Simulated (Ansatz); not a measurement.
## What strain does to NaCl (CsCl type)

NaCl (CsCl type), relaxed with r2SCAN in Ansatz. The symmetry is Pm-3m (No. 221, cubic); conventional cell a = 3.460 Å, 20.70 Å³ an atom. Na has 8 Cl at 3.00 Å; Cl has 8 Na at 3.00 Å.

The axes x, y and z are those of this cell:
```
Na Cl
1.0
     3.45955    0.00000    0.00000
     0.00000    3.45955    0.00000
     0.00000    0.00000    3.45955
Na Cl
1 1
Direct
  0.00000 0.00000 0.00000
  0.50000 0.50000 0.50000
```

Unstrained: PBE gives an indirect gap of 4.105 eV, from M to Γ; the least direct gap is 4.626 eV at Γ. The r2SCAN gap is indirect, 4.916 eV (M to Γ), below the direct gap of 5.454 eV at Γ. HSE06 gives an indirect gap of 5.429 eV, from M to Γ; the least direct gap is 5.993 eV at Γ. Meshes: PBE 8×8×8, r2SCAN 8×8×8, HSE06 6×6×6. Strains are changes of length per length, and xy shears are angles. After each strain the atoms were relaxed again with r2SCAN within the symmetry that the strain leaves, so tilts or polar shifts that break it weren't tested; points keep the names that they have in the unstrained zone. Values at 0 K without nuclear motion; spin polarisation is off, and the phase may be a hypothetical one.

Changes of the least gap in eV (an overlap counts as a negative gap):
```
                                      strain  volume change (%)  space group     PBE  r2SCAN   HSE06  energy rise, r2SCAN (meV/atom)
                uniaxial -4.85 % along [111]               -4.8         R-3m  +0.199  +0.212  +0.213                             5.6
xy shear, engineering strain (angle) +1.65 %                0.0         Cmmm  +0.001  +0.002  +0.002                             0.0
          biaxial +5.91 % in x and y, z held              +12.2       P4/mmm  -0.636  -0.676  -0.669                            33.6
```

Uniaxial -4.85 % along [111], other directions held. HSE06: the gap goes from 5.429 to 5.642 eV (+0.213 eV). Stress change with r2SCAN, compression positive: xx +1.74, yy +1.74, zz +1.74, xy +0.11, xz +0.11, yz +0.11 GPa.

Xy shear, engineering strain (angle) +1.65 %. HSE06: the gap goes from 5.429 to 5.431 eV (+0.002 eV). Stress change with r2SCAN, compression positive: xx +0.01, yy +0.01, zz +0.01, xy +0.03 GPa.

Biaxial +5.91 % in x and y, z held. HSE06: the gap goes from 5.429 to 4.760 eV (-0.669 eV). Stress change with r2SCAN, compression positive: xx -3.89, yy -3.89, zz +0.21 GPa.

The meshes of the hybrids are coarse, so their gaps aren't converged to the digits shown.
